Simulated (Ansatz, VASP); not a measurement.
**BN: VASP beside Ansatz**

```xyz
4
Lattice="2.5546 0.0000 0.0000 -1.2773 2.2124 0.0000 0.0000 0.0000 4.2245" Properties=species:S:1:pos:R:3 pbc="T T T"
B     1.2482    0.7375    4.1937
B     0.0291    1.4749    2.1415
N     1.3085    0.7375    2.6259
N    -0.0312    1.4749    0.5441
```

Change from the starting cell: mode 4 frozen in at -0.031 Å and mode 12 at -0.030 Å (largest displacements).

Alike in both runs: task single point; functional PBE; k mesh 12 × 12 × 6; occupations gaussian, width 0.05 eV; no spin polarisation.

|  | VASP | Ansatz |
| --- | --- | --- |
| version | VASP 6.6.1 | Ansatz 0.2.0 |
| potentials or method | VASP PAW PBE potentials, release 64 (B, N) | scalar-relativistic, plane waves, PAW |
| plane-wave cutoff (eV) | 520 | 520 |
| valence electrons in the cell | 16 | 16 |

Ansatz gave:

- gap on the k mesh at the Fermi level (eV): 5.08
- least direct gap on the mesh (eV): 8.11
- pressure (GPa): 0.2
- largest component of the traceless stress (GPa): 1.05
- rms of the force components (eV/Å): 0.738

Question: What did VASP give for the same quantities?

Answer: gap on the k mesh at the Fermi level (eV): 5.07; least direct gap on the mesh (eV): 8.10; pressure (GPa): 0.5; largest component of the traceless stress (GPa): 1.05; rms of the force components (eV/Å): 0.738.

Atom by atom the forces differ by 0.002 eV/Å (rms over components). With one functional, cell and mesh, what is left measures potentials, basis and numerics.

Caveats: forces of over 1 eV/Å show positions far from the minimum, so gaps and moduli don't describe the material at rest. A k mesh can miss the band edges.
